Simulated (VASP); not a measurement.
Si: optical spectrum with PBE

Crystal: Si.

```
Si
1.0
     0.00000    2.71785    2.71785
     2.71785    0.00000    2.71785
     2.71785    2.71785    0.00000
Si
2
Cartesian
  4.0768 4.0768 4.0768
  2.7178 2.7178 2.7178
```

| Quantity | Value |
| --- | --- |
| Program | VASP 6.6.1 |
| Task | optical spectrum |
| Functional | PBE |
| Potentials or basis | VASP PAW PBE potentials, release 64 (Si) |
| Cutoff | 520 eV |
| k mesh | 10 × 10 × 10 |
| Occupations | gaussian, width 0.03 eV |
| Spin | no spin polarisation |
| Further INCAR settings | ALGO = Normal; EDIFF = 1e-07; NBANDS = 52 |

- Pressure: 1.7 GPa
- Band gap on the k mesh: 0.59 eV, indirect (least direct gap 2.56 eV)

Levels at points of the mesh, in eV from the valence-band top:
```csv
k point,band 1,band 2,band 3,band 4,band 5,band 6,band 7,band 8,band 9
"(0.00, 0.00, 0.00)",-11.94,0.00,0.00,0.00,2.56,2.56,2.56,3.34,7.72
"(0.50, 0.00, 0.00)",-9.61,-6.95,-1.19,-1.19,1.53,3.34,3.34,7.73,10.54
"(0.50, 0.50, 0.00)",-7.80,-7.80,-2.84,-2.84,0.72,0.72,10.09,10.09,10.96
```

Dielectric function (mean over the directions given):
| energy (eV) | real part | imaginary part |
| --- | --- | --- |
| 0.33 | 14.01 | 0.06 |
| 0.83 | 14.60 | 0.18 |
| 1.33 | 15.88 | 0.36 |
| 1.83 | 18.44 | 0.74 |
| 2.32 | 24.62 | 2.33 |
| 2.82 | 20.81 | 19.52 |
| 3.32 | 22.06 | 30.32 |
| 3.82 | -16.51 | 37.04 |
| 4.32 | 1.50 | 13.77 |
| 4.81 | -4.97 | 26.15 |
| 5.31 | -11.51 | 9.53 |
| 5.81 | -9.63 | 6.07 |
| 6.31 | -6.11 | 3.29 |
| 6.81 | -4.52 | 3.53 |
| 7.31 | -4.57 | 4.05 |
| 7.80 | -4.03 | 2.78 |
| 8.30 | -4.15 | 1.43 |
| 8.80 | -2.81 | 1.14 |
| 9.30 | -2.24 | 1.35 |
| 9.80 | -2.10 | 0.98 |
| 10.38 | -1.77 | 0.81 |
| 10.87 | -1.62 | 0.59 |
| 11.37 | -1.17 | 0.34 |
| 11.87 | -0.95 | 0.45 |
| 12.37 | -0.85 | 0.62 |
| 12.87 | -0.74 | 0.33 |
| 13.37 | -0.60 | 0.38 |
| 13.86 | -0.49 | 0.20 |
| 14.36 | -0.33 | 0.27 |
| 14.86 | -0.26 | 0.21 |
| 15.36 | -0.19 | 0.28 |
| 15.86 | -0.17 | 0.20 |
| 16.35 | -0.07 | 0.12 |
| 16.85 | -0.02 | 0.12 |
| 17.35 | 0.06 | 0.10 |
| 17.85 | 0.12 | 0.07 |
| 18.35 | 0.19 | 0.08 |
| 18.84 | 0.20 | 0.08 |
| 19.34 | 0.26 | 0.08 |
| 19.92 | 0.31 | 0.06 |

Wall time 36 s on 1 thread of Intel(R) Xeon(R) 6975P-C (Granite Rapids), on a shared host, peak memory 0.2 GiB.

Caveat: spectra need much finer meshes, so this one isn't converged; independent-particle spectra lack excitons. A k mesh can miss the band edges.
